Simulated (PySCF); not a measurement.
## Computed and published core binding energies of `c1ccncc1`

The experiment to reproduce (core binding energies): N 1s of N4 404.82 eV [1]; N 1s of N4 404.88 eV [2]. Sources and the comparison follow the method.

Species: C5H5N.
Cartesian coordinates in Å at the PBE0-D3(BJ)/def2-TZVP level; atoms count from 1:
```xyz
11
C5H5N angstrom
C      0.124    0.908    0.795
C      1.189    0.387    0.080
C      0.961   -0.707   -0.742
N     -0.227   -1.286   -0.885
C     -1.240   -0.776   -0.194
C     -1.120    0.314    0.656
H      0.260    1.762    1.449
H      2.181    0.816    0.155
H      1.776   -1.140   -1.317
H     -2.202   -1.265   -0.324
H     -1.984    0.685    1.194
```

Method: PySCF 2.14.0, delta-SCF UKS SCAN, pcX-3 on the ionised atom, pcseg-2 elsewhere, spin-free X2C. Vertical ΔSCF values, vacuum level as zero.

```json
{"atom": "N4", "environment": "pyridine-type nitrogen", "level": "N 1s", "this calculation (eV)": "404.52", "reference (eV)": "404.82", "difference (eV)": "-0.30", "source": "[1]"}
{"atom": "N4", "environment": "pyridine-type nitrogen", "level": "N 1s", "this calculation (eV)": "404.52", "reference (eV)": "404.88", "difference (eV)": "-0.36", "source": "[2]"}
```

[1] measured, gas; CORE65 (Golze, Keller, Rinke, J. Phys. Chem. Lett. 2020, 11, 1840), as tabulated in Jana, Herbert, J. Chem. Phys. 2023, 158, 094111, SI
[2] measured, gas; Chong, Molecules 2021, 26, 1947 (electron spectra of vapor-phase indole and four azaindoles)

Q: How far is it from the measured entries?

A: Over the 2 different measured values (1 distinct line) the mean signed difference is -0.33 eV, the mean unsigned one 0.33 eV and the largest 0.36 eV. The calculation is vertical and has no vibrational structure, and measured positions depend on the energy calibration.

Q: What does the calculation give for the levels without a reference value here?

A: C1 C 1s 290.83 eV; C2/C6 C 1s 290.53 eV; C3/C5 C 1s 291.18 eV.

Lowest listed C 1s: C2/C6, bonded to 2 C (aromatic in the SMILES) and H. Highest, 0.65 eV above it: C3/C5, bonded to N (aromatic in the SMILES), C (aromatic in the SMILES) and H. The widest gap between neighbouring values is 0.35 eV, between 290.83 and 291.18 eV. Summing the Pauling electronegativity differences to the bonded atoms, each weighted by its formal bond order, gives -0.35 for the lowest site and +0.39 for the highest; no listed site has a larger sum than the highest.

The first atom of each set that the bonding makes equivalent was ionised and stands for the set. Geometry: PBE0-D3(BJ)/def2-TZVP; no solvent, vibrations or thermal averaging.

The run took 38 s wall, 94 s CPU on 2 threads, Intel Xeon 6975P-C (x86_64), shared host, and the process peaked at 1.6 GiB of memory.
